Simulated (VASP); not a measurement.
**SrO in VASP: one cell, several levels of theory, part 1 of 2**

What does VASP give for rocksalt SrO, under -3.0 % biaxial strain in x and y, free along z, the cell held fixed? Runs: PBE, r2SCAN. The results are then set beside those of Ansatz 0.2.0 for the same cell.

Program: VASP 6.6.1. PAW datasets, plane waves. Calculated at 0 K for a non-magnetic cell.

### Step 1. The system as given

The cell comes from an earlier relaxation with r2SCAN in another program, then strained, with the atoms relaxed again.

The symmetry is I4/mmm (No. 139, tetragonal); a = 3.539 Å, c = 5.248 Å in the conventional setting, 16.43 Å³ an atom. Near Sr stand 6 O at 2.50–2.62 Å; near O stand 6 Sr at 2.50–2.62 Å.

As a file:

```cif
data_structure
_symmetry_space_group_name_H-M 'I4/mmm'
_symmetry_Int_Tables_number 139
_cell_length_a 3.5391
_cell_length_b 3.5391
_cell_length_c 5.2484
_cell_angle_alpha 90.000
_cell_angle_beta 90.000
_cell_angle_gamma 90.000
_cell_volume 65.74
loop_
_atom_site_label
_atom_site_type_symbol
_atom_site_symmetry_multiplicity
_atom_site_Wyckoff_symbol
_atom_site_fract_x
_atom_site_fract_y
_atom_site_fract_z
_atom_site_occupancy
Sr1 Sr 2 a 0.00000 0.00000 0.00000 1
O1 O 2 b 0.50000 0.50000 0.00000 1
```

### Step 2. PBE

File INCAR:

```
ENCUT = 520.000000
SIGMA = 0.020000
EDIFF = 1.00e-07
GGA = PE
PREC = Accurate
IBRION = -1
ISIF = 2
ISMEAR = -1
NBANDS = 15
NELM = 120
NSW = 0
LASPH = .TRUE.
LCHARG = .FALSE.
LWAVE = .FALSE.
LREAL = .FALSE.
```

File KPOINTS:

```
KPOINTS created by Atomic Simulation Environment
0
Gamma
8 8 8
0 0 0
```

File KPOINTS_OPT:

```
special points
7
Reciprocal
0.0000000000 0.0000000000 0.0000000000 1
0.5000000000 0.0000000000 0.5000000000 1
0.6250000000 0.2500000000 0.6250000000 1
0.3750000000 0.3750000000 0.7500000000 1
0.5000000000 0.5000000000 0.5000000000 1
0.5000000000 0.2500000000 0.7500000000 1
0.0000000000 0.5000000000 0.5000000000 1
```

File POSCAR:

```
Sr O
 1.0000000000000000
     0.0000000000000000    2.5024955561000000    2.6241984298999999
     2.5024955561000000    0.0000000000000000    2.6241984298999999
     2.5024955561000000    2.5024955561000000    0.0000000000000000
 Sr  O
   1   1
Cartesian
  0.0000000000000000  0.0000000000000000  0.0000000000000000
  2.5024955561000004  2.5024955561000004  2.6241984298999999
```

Potentials: the recommended PBE PAW datasets, 16 valence electrons in the neutral cell.

Launch:

```
> mpirun -np 1 vasp_std
```

Standard output, without the iteration lines:

```text
POSCAR found type information on POSCAR SrO
 POSCAR found :  2 types and       2 ions
 LDA part: xc-table for (Slater+PW92), standard interpolation
 POSCAR, INCAR and KPOINTS ok, starting setup
 FFT: planning ... GRIDC
 FFT: planning ... GRID_SOFT
 FFT: planning ... GRID
 WAVECAR not read
 entering main loop
 Start KPOINTS_OPT (optional k-point list driver)
k-point batch [1-7\7]
```

OSZICAR:

```text
N       E                     dE             d eps       ncg     rms          rms(c)
DAV:   1     0.683836648841E+02    0.68384E+02   -0.85071E+03  1770   0.105E+03
DAV:   2    -0.111259764951E+02   -0.79510E+02   -0.72485E+02  2456   0.223E+02
DAV:   3    -0.141552570801E+02   -0.30293E+01   -0.30164E+01  2240   0.388E+01
DAV:   4    -0.142091510967E+02   -0.53894E-01   -0.53882E-01  2292   0.512E+00
DAV:   5    -0.142106769712E+02   -0.15259E-02   -0.15258E-02  2212   0.647E-01    0.178E+01
DAV:   6    -0.121166775073E+02    0.20940E+01   -0.65630E+00  1826   0.199E+01    0.210E+01
DAV:   7    -0.119888100627E+02    0.12787E+00   -0.27336E-01  2148   0.474E+00    0.122E+01
DAV:   8    -0.119773361075E+02    0.11474E-01   -0.11374E-01  2316   0.333E+00    0.594E-01
DAV:   9    -0.119789974620E+02   -0.16614E-02   -0.53956E-03  2298   0.476E-01    0.232E-01
DAV:  10    -0.119794888419E+02   -0.49138E-03   -0.46477E-04  1875   0.196E-01    0.743E-02
DAV:  11    -0.119796136921E+02   -0.12485E-03   -0.11546E-04  1987   0.796E-02    0.263E-02
DAV:  12    -0.119796314627E+02   -0.17771E-04   -0.25309E-05  1868   0.369E-02    0.134E-02
DAV:  13    -0.119796314897E+02   -0.27031E-07   -0.84074E-07  2036   0.824E-03
   1 F= -.11979631E+02 E0= -.11979631E+02  d E =-.430282E-13
       N       E                     dE             ncg
DAV:   1     0.519794532606E+03   -0.45572E+04      210
DAV:   2     0.205241326182E+02   -0.49927E+03      266
DAV:   3     0.123774097790E+01   -0.19286E+02      296
DAV:   4     0.861511755654E+00   -0.37623E+00      231
DAV:   5     0.850245702206E+00   -0.11266E-01      260
DAV:   6     0.849871155085E+00   -0.37455E-03      238
DAV:   7     0.849857799806E+00   -0.13355E-04      272
DAV:   8     0.849857339643E+00   -0.46016E-06      201
DAV:   9     0.849857325250E+00   -0.14393E-07      169
```

The lines after F= are the extra pass for the points of KPOINTS_OPT, at fixed density; their E is not a total energy.

Parts of OUTCAR:

```text
k-points           NKPTS =     59   k-points in BZ     NKDIM =     59   number of bands    NBANDS=     15

   NELECT =      16.0000    total number of electrons

   dimension x,y,z NGX =    28 NGY =   28 NGZ =   28
   dimension x,y,z NGXF=    56 NGYF=   56 NGZF=   56

  energy-cutoff  :      520.00
  volume of cell :       32.87
      direct lattice vectors                 reciprocal lattice vectors
     0.000000000  2.502495556  2.624198430    -0.199800555  0.199800555  0.190534372
     2.502495556  0.000000000  2.624198430     0.199800555 -0.199800555  0.190534372
     2.502495556  2.502495556  0.000000000     0.199800555  0.199800555 -0.190534372

 k-points in reciprocal lattice and weights: KPOINTS created by Atomic Simulation Env
   0.00000000  0.00000000  0.00000000       0.002
   0.12500000  0.00000000  0.00000000       0.016
   0.25000000  0.00000000  0.00000000       0.016
   0.37500000  0.00000000  0.00000000       0.016
   0.50000000  0.00000000  0.00000000       0.008
   0.12500000  0.12500000  0.00000000       0.004
   0.25000000  0.12500000  0.00000000       0.016
   0.37500000  0.12500000  0.00000000       0.016
[... 51 more k-points ...]

 E-fermi :   2.4028

 k-point     1 :       0.0000    0.0000    0.0000
  band No.  band energies     occupation
      1     -30.4398      2.00000
      2     -13.3119      2.00000
      3     -12.0679      2.00000
      4     -12.0306      2.00000
      5     -12.0306      2.00000
      6       1.7122      2.00000
      7       1.8885      2.00000
      8       1.8885      2.00000
      9       5.9885      0.00000
     10       7.8717      0.00000
     11       8.2498      0.00000
     12       8.2498      0.00000
     13      10.1243      0.00000
     14      10.6844      0.00000
     15      14.7230      0.00000

 k-point     2 :       0.1250    0.0000    0.0000
  band No.  band energies     occupation
      1     -30.4166      2.00000
      2     -13.6846      2.00000
      3     -12.0812      2.00000
      4     -12.0369      2.00000
      5     -11.7181      2.00000
      6       1.3478      2.00000
      7       1.5899      2.00000
      8       1.6656      2.00000
      9       6.6887      0.00000
     10       7.9349      0.00000
     11       8.3702      0.00000
     12       8.5513      0.00000
     13      10.5517      0.00000
     14      11.1289      0.00000
     15      15.7555      0.00000

 k-point     3 :       0.2500    0.0000    0.0000
  band No.  band energies     occupation
      1     -30.3599      2.00000
      2     -14.2879      2.00000
      3     -12.1302      2.00000
      4     -12.0517      2.00000
      5     -11.2431      2.00000
      6       0.5161      2.00000
      7       1.1367      2.00000
      8       1.1864      2.00000
      9       7.9225      0.00000
     10       8.2427      0.00000
     11       9.2361      0.00000
     12       9.3758      0.00000
     13      11.6181      0.00000
     14      12.2231      0.00000
     15      17.8178      0.00000

 k-point     4 :       0.3750    0.0000    0.0000
  band No.  band energies     occupation
      1     -30.3022      2.00000
      2     -14.7446      2.00000
      3     -12.1785      2.00000
      4     -12.0661      2.00000
      5     -10.9144      2.00000
      6      -0.1592      2.00000
      7       0.7558      2.00000
      8       0.7682      2.00000
      9       8.2692      0.00000
     10       9.7962      0.00000
     11      10.3383      0.00000
     12      10.4038      0.00000
     13      12.9309      0.00000
     14      13.5251      0.00000
     15      17.7063      0.00000

 k-point     5 :       0.5000    0.0000    0.0000
  band No.  band energies     occupation
      1     -30.2780      2.00000
      2     -14.9119      2.00000
      3     -12.1983      2.00000
      4     -12.0719      2.00000
      5     -10.7999      2.00000
      6      -0.4108      2.00000
      7       0.6086      2.00000
      8       0.6113      2.00000
      9       8.5161      0.00000
     10      10.5368      0.00000
     11      10.8523      0.00000
     12      10.9216      0.00000
     13      13.7802      0.00000
     14      14.3498      0.00000
     15      17.1960      0.00000

 k-point     6 :       0.1250    0.1250    0.0000
  band No.  band energies     occupation
      1     -30.4124      2.00000
      2     -13.6192      2.00000
      3     -12.0836      2.00000
      4     -12.0836      2.00000
      5     -11.8100      2.00000
      6       1.0124      2.00000
      7       1.8381      2.00000
      8       1.8381      2.00000
      9       6.8981      0.00000
     10       7.2721      0.00000
     11       8.8653      0.00000
     12       8.8653      0.00000
     13      10.7505      0.00000
     14      10.8759      0.00000
     15      15.9290      0.00000

 k-point     7 :       0.2500    0.1250    0.0000
  band No.  band energies     occupation
      1     -30.3695      2.00000
      2     -14.0106      2.00000
      3     -12.1409      2.00000
      4     -12.1269      2.00000
      5     -11.5413      2.00000
      6       0.5508      2.00000
      7       1.4987      2.00000
      8       1.6027      2.00000
      9       7.0950      0.00000
     10       7.9931      0.00000
     11       9.5021      0.00000
     12       9.6703      0.00000
     13      11.4920      0.00000
     14      11.5472      0.00000
     15      17.6600      0.00000

 k-point     8 :       0.3750    0.1250    0.0000
  band No.  band energies     occupation
      1     -30.3123      2.00000
      2     -14.4771      2.00000
      3     -12.2345      2.00000
      4     -12.1417      2.00000
      5     -11.2081      2.00000
      6       0.1652      2.00000
      7       0.9591      2.00000
      8       1.1547      2.00000
      9       7.5816      0.00000
     10       9.2019      0.00000
     11      10.4567      0.00000
     12      10.6461      0.00000
     13      12.5965      0.00000
     14      12.7642      0.00000
     15      17.7405      0.00000

 k-point     9 :       0.5000    0.1250    0.0000
  band No.  band energies     occupation
      1     -30.2743      2.00000
      2     -14.7681      2.00000
      3     -12.3218      2.00000
      4     -12.1195      2.00000
      5     -10.9666      2.00000
      6      -0.1227      2.00000
      7       0.7235      2.00000
      8       0.7782      2.00000
      9       8.3705      0.00000
     10       9.5369      0.00000
     11      11.1492      0.00000
     12      11.3672      0.00000
     13      13.8204      0.00000
     14      14.0388      0.00000
     15      16.2746      0.00000

 k-point    10 :      -0.3750    0.1250    0.0000
  band No.  band energies     occupation
      1     -30.2787      2.00000
      2     -14.7868      2.00000
      3     -12.3489      2.00000
      4     -12.0732      2.00000
      5     -10.8868      2.00000
      6      -0.1602      2.00000
      7       0.6488      2.00000
      8       0.8574      2.00000
      9       8.3578      0.00000
     10       9.5051      0.00000
     11      10.6548      0.00000
     12      10.9795      0.00000
     13      13.9973      0.00000
     14      14.0493      0.00000
     15      16.8640      0.00000

 k-point    11 :      -0.2500    0.1250    0.0000
  band No.  band energies     occupation
      1     -30.3228      2.00000
      2     -14.5361      2.00000
      3     -12.2958      2.00000
      4     -12.0296      2.00000
      5     -11.0090      2.00000
      6       0.1665      2.00000
      7       0.8200      2.00000
      8       1.2041      2.00000
      9       7.8571      0.00000
     10       8.5220      0.00000
     11       9.6308      0.00000
     12      10.3197      0.00000
     13      12.5093      0.00000
     14      13.1421      0.00000
     15      18.4669      0.00000

 k-point    12 :      -0.1250    0.1250    0.0000
  band No.  band energies     occupation
      1     -30.3798      2.00000
      2     -14.1058      2.00000
      3     -12.1866      2.00000
      4     -12.0145      2.00000
      5     -11.3270      2.00000
      6       0.7871      2.00000
      7       1.2264      2.00000
      8       1.5111      2.00000
      9       7.3205      0.00000
     10       7.7571      0.00000
     11       8.8250      0.00000
     12       9.2539      0.00000
     13      11.1827      0.00000
     14      12.0433      0.00000
     15      17.2033      0.00000

[... the tables of k-points 13 to 59 left out ...]

  Total        2.0558576      2.0558576      0.4965063      0.0000000     -0.0000000      0.0000000
  in kB      100.2144442    100.2144442     24.2026024      0.0000000     -0.0000000      0.0000000
  external PRESSURE =      74.8771636 kB  Pullay stress =       0.0000000 kB

 POSITION                                       TOTAL-FORCE (eV/Angst)
 -----------------------------------------------------------------------------------
      0.00000      0.00000      0.00000         0.000000     -0.000000     -0.000000
      2.50250      2.50250      2.62420        -0.000000      0.000000      0.000000
 -----------------------------------------------------------------------------------
    total drift:                                0.000000      0.000000      0.000000

  FREE ENERGIE OF THE ION-ELECTRON SYSTEM (eV)
  ---------------------------------------------------
  free  energy   TOTEN  =       -11.9796314897 eV

  energy  without entropy=      -11.9796314897  energy(sigma->0) =      -11.97963149
```

Hardware: 1 MPI rank of Intel Xeon Platinum 8488C, shared host.

The levels at the points of KPOINTS_OPT are read from vasprun.xml.

Levels at the named points, in eV from the top of band v (v: the last filled band by count, c: the next):

```
point    v−1      v     c   c+1
    Γ   0.00   0.00  4.10  5.98
    X  -0.26  -0.04  3.14  7.97
    U  -0.65  -0.38  4.70  7.99
    K  -0.70  -0.65  4.93  8.05
    L  -1.28  -1.28  6.63  8.65
    W  -0.67  -0.39  6.11  6.26
```

Gap with PBE: 3.14 eV, valence top at Γ, conduction bottom at X. Least direct gap: 3.18 eV. The pressure is 7.49 GPa; the forces vanish within 0.01 eV/Å.

(Continued in part 2 of 2.)
